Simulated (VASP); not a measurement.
# Sm (I4/mmm) in VASP: a series of runs

Runs on Sm. Level: PBE. Tasks: single point.

Program: VASP 6.6.1. These are calculated values, not measurements. Logs are shortened: lines on timing, memory, paths and dates and some standing lists are left out, and cuts for length are marked.

## Step 1: Starting point

The structure is tetragonal, space group I4/mmm (No. 139). Conventional cell: a = 3.635 Å, b = 3.635 Å, c = 5.122 Å, α = 90.00°, β = 90.00°, γ = 90.00°. Sm (site symmetry 4/mmm) is surrounded by 12 Sm at 3.63 Å.

This isn't the form of Sm at room conditions, which is rhombohedral.

## Step 2: Single point, PBE, collinear spin, ferromagnetic start

The input, INCAR:

```
PREC = Accurate ; ENCUT = 460
EDIFF = 1E-6 ; ISMEAR = -1
SIGMA = 0.02 ; LREAL = F
LASPH = T ; NELM = 100
ALGO = Normal ; ISIF = 2
LWAVE = F ; LCHARG = F
ISPIN = 2 ; MAGMOM = 5
LORBIT = 11 ; LMAXMIX = 6
GGA = PE ; NBANDS = 18
ADDGRID = F
```

The input, KPOINTS:

```
regular mesh
0
Gamma
  11 11 11
```

The input, POSCAR:

```
Sm
1.0
   -1.8173030691      1.8173030691      2.5609871902
    1.8173030691     -1.8173030691      2.5609871902
    1.8173030691      1.8173030691     -2.5609871902
Sm
1
Direct
    0.0000000000      0.0000000000      0.0000000000
```

Potentials or basis: VASP PAW PBE potentials, release 64 (Sm).

Launch:

```sh
$ cat potpaw_PBE.64/Sm/POTCAR > POTCAR
$ mpirun -np 1 vasp_std > vasp.out
```

OUTCAR:

```text
PREC = Accurate
   ENCUT = 460
   EDIFF = 1E-6
   ISMEAR = -1
   LREAL = F
   LASPH = T
   NELM = 100
   ISIF = 2
   ISPIN = 2
   LORBIT = 11
   GGA = PE

 Found    126 irreducible k-points:

 Following reciprocal coordinates:
            Coordinates               Weight
  0.000000  0.000000  0.000000      1.000000
  0.090909  0.000000  0.000000      8.000000
  0.181818  0.000000  0.000000      8.000000
  0.272727  0.000000  0.000000      8.000000
  0.363636  0.000000  0.000000      8.000000
  0.454545  0.000000  0.000000      8.000000
   k-points           NKPTS =    126   k-points in BZ     NKDIM =    126   number of bands    NBANDS=     18
   number of dos      NEDOS =    301   number of ions     NIONS =      1
   total plane-waves  NPLWV =  21952
   dimension x,y,z NGX =    28 NGY =   28 NGZ =   28
   dimension x,y,z NGXF=    56 NGYF=   56 NGZF=   56
   ions per type =               1
   NGX,Y,Z   is equivalent  to a cutoff of  12.83, 12.83, 12.83 a.u.
   NGXF,Y,Z  is equivalent  to a cutoff of  25.66, 25.66, 25.66 a.u.
 SYSTEM =  unknown system
   PREC   = accura    normal or accurate (medium, high low for compatibility)
   ISTART =      0    job   : 0-new  1-cont  2-samecut
   ICHARG =      2    charge: 1-file 2-atom 10-const
   ISPIN  =      2    spin polarized calculation?
   LNONCOLLINEAR =      F non collinear calculations
   LSORBIT =      F    spin-orbit coupling
   LASPH  =      T    aspherical Exc in radial PAW
   ENCUT  =  460.0 eV  33.81 Ry    5.81 a.u.   6.34  6.34  6.34*2*pi/ulx,y,z
   NELM   =    100;   NELMIN=  2; NELMDL= -5     # of ELM steps
   EDIFF  = 0.1E-05   stopping-criterion for ELM
   LREAL  =      F    real-space projection
   EDIFFG = 0.1E-04   stopping-criterion for IOM
   NSW    =      0    number of steps for IOM
   IBRION =     -1    ionic relax: 0-MD 1-quasi-New 2-CG
   NFREE  =      0    steps in history (QN), initial steepest desc. (CG)
   ISIF   =      2    stress and relaxation
   ISYM   =      2    0-nonsym 1-usesym 2-fastsym
   POTIM  = 0.5000    time-step for ionic-motion
   TEBEG  =    0.0;   TEEND  =   0.0 temperature during run
   PSTRESS=    0.0 pullay stress
   NELECT =      16.0000    total number of electrons
   NUPDOWN=      -1.0000    fix difference up-down
   EMIN   =  10.00;   EMAX   =-10.00  energy-range for DOS
   EFERMI =   0.00;   METHOD = LEGACY
   ISMEAR =    -1;   SIGMA  =   0.02  broadening in eV -4-tet -1-fermi 0-gaus
   EFERMI_NEDOS =   21; number of points for ismear=-14 and -15
   IALGO  =     38    algorithm
   IMIX   =      4    mixing-type and parameters
     AMIX     =   0.40;   BMIX     =  1.00
     AMIX_MAG =   1.60;   BMIX_MAG =  1.00
  volume/ion in A,a.u.               =      33.83       228.31
  Fermi-wavevector in a.u.,A,eV,Ry     =   1.275481  2.410310 22.134675  1.626853
  Thomas-Fermi vector in A             =   2.408191
   LORBIT       =     11    0 simple, 1 ext, 2 COOP (PROOUT), +10 PAW based schemes
   GGA     = PE    functional components
   LHFCALC =     F    Hartree Fock is set to
   AEXX    =    0.0000 exact exchange contribution
   IVDW    =     0    specifies the selected vdW correction
   LEPSILON=     F    determine dielectric tensor
   LRPA    =     F    only Hartree local field effects (RPA)
 spin polarized calculation
  energy-cutoff  :      460.00
  volume of cell :       33.83
 maximum number of plane-waves:       769
 NGX is ok and might be reduce to    28
   NGX = 13   NGY = 13   NGZ = 13

 number of electron      16.0000000 magnetization       6.5683862

 Free energy of the ion-electron system (eV)
  ---------------------------------------------------
  ext. energy  EPLUGINS =         0.00000000
  ---------------------------------------------------
  free energy    TOTEN  =        -9.28538919 eV

  energy without entropy =       -9.27075361  energy(sigma->0) =       -9.27807140

 E-fermi :   3.0645     XC(G=0):  -9.7762

 val. band max:        3.0643838748   @ k =  -0.2727   0.4545   0.2727
 cond. band min:       3.0646095533   @ k =   0.4545   0.2727   0.0909
 fundamental gap:      0.0002256785
 Fermi energy:         3.0645314358

 spin component 1

 k-point     1 :       0.0000    0.0000    0.0000
  band No.  band energies     occupation
      1     -36.9446      1.00000
      2     -16.0847      1.00000
      3     -16.0847      1.00000
      4     -16.0836      1.00000
      5      -1.4640      1.00000
      6       2.7552      1.00000
[... 10 lines left out ...]
     17       7.3966      0.00000
     18      12.1743      0.00000

 k-point     2 :       0.0909    0.0000    0.0000
  band No.  band energies     occupation
      1     -36.9367      1.00000
      2     -16.1706      1.00000
      3     -16.0951      1.00000
      4     -16.0940      1.00000
      5      -1.2261      1.00000
      6       2.7365      1.00000
[... 10 lines left out ...]
     17       7.2733      0.00000
     18      12.6473      0.00000
[... 64 lines left out ...]
 k-point     6 :       0.4545    0.0000    0.0000
  band No.  band energies     occupation
      1     -36.8448      1.00000
      2     -17.0549      1.00000
      3     -16.2118      1.00000
      4     -16.2065      1.00000
      5       0.9216      1.00000
      6       2.5869      1.00000
[... 10 lines left out ...]
     17       9.1277      0.00000
     18      11.6814      0.00000

 [... further k-points ...]

 spin component 2

 k-point     1 :       0.0000    0.0000    0.0000
  band No.  band energies     occupation
      1     -34.2533      1.00000
      2     -13.9815      1.00000
      3     -13.9815      1.00000
      4     -13.9804      1.00000
      5      -0.1786      1.00000
      6       5.9858      0.00000
[... 10 lines left out ...]
     17       8.6665      0.00000
     18      14.1257      0.00000

 k-point     2 :       0.0909    0.0000    0.0000
  band No.  band energies     occupation
      1     -34.2438      1.00000
      2     -14.0801      1.00000
      3     -13.9931      1.00000
      4     -13.9919      1.00000
      5       0.0686      1.00000
      6       5.5734      0.00000
[... 10 lines left out ...]
     17       8.5826      0.00000
     18      14.5472      0.00000
[... 64 lines left out ...]
 k-point     6 :       0.4545    0.0000    0.0000
  band No.  band energies     occupation
      1     -34.1350      1.00000
      2     -15.0815      1.00000
      3     -14.1232      1.00000
      4     -14.1174      1.00000
      5       2.2627      1.00000
      6       5.5000      0.00000
[... 10 lines left out ...]
     17      10.5035      0.00000
     18      13.2044      0.00000

 [... further k-points ...]
[... 5 lines left out ...]
  --------------------------------------------------------------------------------------
  -------------------------------------------------------------------------------------
  Total        0.5361918      0.5361918      0.5304487      0.0000000      0.0000000      0.0000000
  in kB       25.3926868     25.3926868     25.1207077      0.0000000      0.0000000      0.0000000
  external PRESSURE =      25.3020271 kB  Pullay stress =       0.0000000 kB

 VOLUME and BASIS-vectors are now :
 -----------------------------------------------------------------------------
  energy-cutoff  :      460.00
  volume of cell :       33.83
      direct lattice vectors                 reciprocal lattice vectors
    -1.817303069  1.817303069  2.560987190     0.000000000  0.275132975  0.195237212
     1.817303069 -1.817303069  2.560987190     0.275132975  0.000000000  0.195237212
     1.817303069  1.817303069 -2.560987190     0.275132975  0.275132975  0.000000000

 POSITION                                       TOTAL-FORCE (eV/Angst)
 -----------------------------------------------------------------------------------
      0.00000      0.00000      0.00000         0.000000     -0.000000     -0.000000
 -----------------------------------------------------------------------------------
    total drift:                               -0.000000     -0.000000     -0.000000

  FREE ENERGIE OF THE ION-ELECTRON SYSTEM (eV)
  ---------------------------------------------------
  free  energy   TOTEN  =        -9.2853891931 eV

  energy  without entropy=       -9.2707536064  energy(sigma->0) =       -9.27807140

 total charge

# of ion       s       p       d       f       tot
--------------------------------------------------
    1        2.082   5.609   0.463   5.509  13.664

 magnetization (x)

# of ion       s       p       d       f       tot
--------------------------------------------------
    1       -0.002  -0.056   0.266   5.503   5.710
```

OSZICAR:

```text
N       E                     dE             d eps       ncg     rms          rms(c)
DAV:   1     0.887963702742E+02    0.88796E+02   -0.53392E+03 11284   0.332E+03
[... 13 lines left out ...]
DAV:  15    -0.928610053175E+01    0.22013E-03   -0.11349E-04 17518   0.114E-01    0.558E-01
DAV:  16    -0.928546720335E+01    0.63333E-03   -0.20572E-03 12532   0.416E-01    0.370E-01
DAV:  17    -0.928539832121E+01    0.68882E-04   -0.66225E-04 14144   0.406E-01    0.104E-01
DAV:  18    -0.928540402012E+01   -0.56989E-05   -0.28119E-05 15352   0.976E-02    0.726E-02
DAV:  19    -0.928539194283E+01    0.12077E-04   -0.91283E-06 12624   0.652E-02    0.449E-02
DAV:  20    -0.928538957541E+01    0.23674E-05   -0.12334E-05 10908   0.116E-01    0.201E-02
DAV:  21    -0.928538919313E+01    0.38228E-06   -0.11898E-06  7212   0.342E-02
   1 F= -.92853892E+01 E0= -.92780714E+01  d E =-.146356E-01  mag=     6.5684
```

stdout:

```text
POSCAR found type information on POSCAR Sm
 POSCAR found :  1 types and       1 ions
 scaLAPACK will be used
 LDA part: xc-table for (Slater+PW92), standard interpolation
 POSCAR, INCAR and KPOINTS ok, starting setup
 FFT: planning ... GRIDC
 FFT: planning ... GRID_SOFT
 FFT: planning ... GRID
 WAVECAR not read
 entering main loop
```

Wall time 2.4 min (1 thread of Intel Xeon Platinum 8559C (Emerald Rapids), shared host); peak memory 0.26 GiB.

These settings aren't checked as converged: the numbers below hold their error.

Results:

* Free energy: -9.2854 eV
* Pressure: 2.5 GPa
* Band gap on the k mesh: none (metal or under the smearing width)
* Net moment: 6.57 μB per cell
* Site moments: Sm +5.71 μB
* Valence electrons inside the program's atomic spheres: Sm 13.66

Caveat: the magnetic or orbital state may not be the lowest; spin-orbit coupling is left out, which moves the levels of the heavy elements.

## Step 3: Single point, PBE, collinear spin, ferromagnetic start

The input, run.py:

```python
from ase.calculators.vasp import Vasp
from ase.dft.bandgap import bandgap
from ase.io import read

atoms = read('Sm.cif', primitive_cell=True, subtrans_included=False)
atoms.set_initial_magnetic_moments([5.0])
calc = Vasp(
    directory='calc',
    xc='lda',
    pp='PBE',
    setups={'base': 'minimal'},
    prec='Accurate',
    encut=520,
    ediff=1e-07,
    ismear=0,
    sigma=0.1,
    lreal=False,
    lasph=True,
    nelm=100,
    algo='Normal',
    isif=2,
    lwave=False,
    lcharg=False,
    ispin=2,
    lorbit=11,
    lmaxmix=6,
    kpts=[10, 10, 10],
    gamma=True,
)
atoms.calc = calc

print('energy (eV):', atoms.get_potential_energy())
print('free energy (eV):', atoms.get_potential_energy(force_consistent=True))
print('forces (eV/A):')
print(atoms.get_forces())
print('stress (eV/A^3, Voigt):', atoms.get_stress())
print('Fermi level (eV):', calc.get_fermi_level())
print('moment (muB):', atoms.get_magnetic_moment())
print('site moments (muB):', atoms.get_magnetic_moments())
gap, top, bottom = bandgap(calc)
print('band gap (eV):', gap, 'from (spin, k, band)', top, 'to', bottom)
```

The input, Sm.cif:

```cif
data_Sm
_cell_length_a 3.63460614
_cell_length_b 3.63460614
_cell_length_c 5.12197438
_cell_angle_alpha 90.00000000
_cell_angle_beta 90.00000000
_cell_angle_gamma 90.00000000
_space_group_name_H-M_alt 'I4/mmm'
_space_group_name_Hall '-I 4 2'
_space_group_IT_number 139
loop_
_space_group_symop_operation_xyz
'x,y,z'
'-x,-y,-z'
'-y,x,z'
'y,-x,-z'
'-x,-y,z'
'x,y,-z'
'y,-x,z'
'-y,x,-z'
'x,-y,-z'
'-x,y,z'
'-y,-x,-z'
'y,x,z'
'-x,y,-z'
'x,-y,z'
'y,x,-z'
'-y,-x,z'
'x+1/2,y+1/2,z+1/2'
'-x+1/2,-y+1/2,-z+1/2'
'-y+1/2,x+1/2,z+1/2'
'y+1/2,-x+1/2,-z+1/2'
'-x+1/2,-y+1/2,z+1/2'
'x+1/2,y+1/2,-z+1/2'
'y+1/2,-x+1/2,z+1/2'
'-y+1/2,x+1/2,-z+1/2'
'x+1/2,-y+1/2,-z+1/2'
'-x+1/2,y+1/2,z+1/2'
'-y+1/2,-x+1/2,-z+1/2'
'y+1/2,x+1/2,z+1/2'
'-x+1/2,y+1/2,-z+1/2'
'x+1/2,-y+1/2,z+1/2'
'y+1/2,x+1/2,-z+1/2'
'-y+1/2,-x+1/2,z+1/2'
loop_
_atom_site_label
_atom_site_type_symbol
_atom_site_symmetry_multiplicity
_atom_site_Wyckoff_symbol
_atom_site_fract_x
_atom_site_fract_y
_atom_site_fract_z
_atom_site_occupancy
Sm1 Sm 2 a 0.0000000000 0.0000000000 0.0000000000 1
```

Potentials or basis: VASP PAW PBE potentials, release 64 (Sm).

Launch:

```sh
$ python run.py
```

Wall time 2 min (1 thread of Intel Xeon Platinum 8559C (Emerald Rapids), shared host); peak memory 0.25 GiB.

The run converged. Its results:

| Item | Value |
| --- | --- |
| Free energy | -9.3075 eV |
| Pressure | 2.7 GPa |
| Band gap on the k mesh | none (metal or under the smearing width) |
| Net moment | 6.56 μB per cell |
| Site moments | Sm +5.71 μB |
| Valence electrons inside the program's atomic spheres | Sm 13.66 |

Levels at points of the mesh, in eV from the Fermi level:
Spin up:
| k point | band 9 | band 10 | band 11 | band 12 | band 13 | band 14 | band 15 |
| --- | --- | --- | --- | --- | --- | --- | --- |
| (0.00, 0.00, 0.00) | -0.24 | -0.22 | -0.22 | -0.22 | 1.80 | 1.80 | 1.83 |
| (0.50, 0.00, 0.00) | -0.23 | -0.02 | -0.02 | -0.02 | 1.60 | 1.61 | 1.63 |
| (0.50, 0.50, 0.00) | -0.46 | -0.17 | -0.05 | -0.05 | 0.11 | 3.15 | 6.23 |
| (0.50, 0.50, 0.50) | -0.46 | -0.17 | -0.05 | -0.05 | 0.11 | 3.19 | 6.23 |
Spin down:
| k point | band 3 | band 4 | band 5 | band 6 | band 7 | band 8 |
| --- | --- | --- | --- | --- | --- | --- |
| (0.00, 0.00, 0.00) | -17.05 | -17.05 | -3.25 | 2.94 | 3.07 | 3.07 |
| (0.50, 0.00, 0.00) | -17.20 | -17.19 | -0.79 | 2.48 | 2.77 | 2.81 |
| (0.50, 0.50, 0.00) | -17.45 | -17.44 | -1.03 | 0.10 | 3.44 | 3.63 |
| (0.50, 0.50, 0.50) | -17.45 | -17.45 | -1.03 | 0.09 | 3.45 | 3.63 |

Caveat: ASE's xc='lda' writes no GGA tag, so the PBE potentials set the functional and the run is PBE; the magnetic or orbital state may not be the lowest; spin-orbit coupling is left out, which moves the levels of the heavy elements.

[end of part 1 of 3]
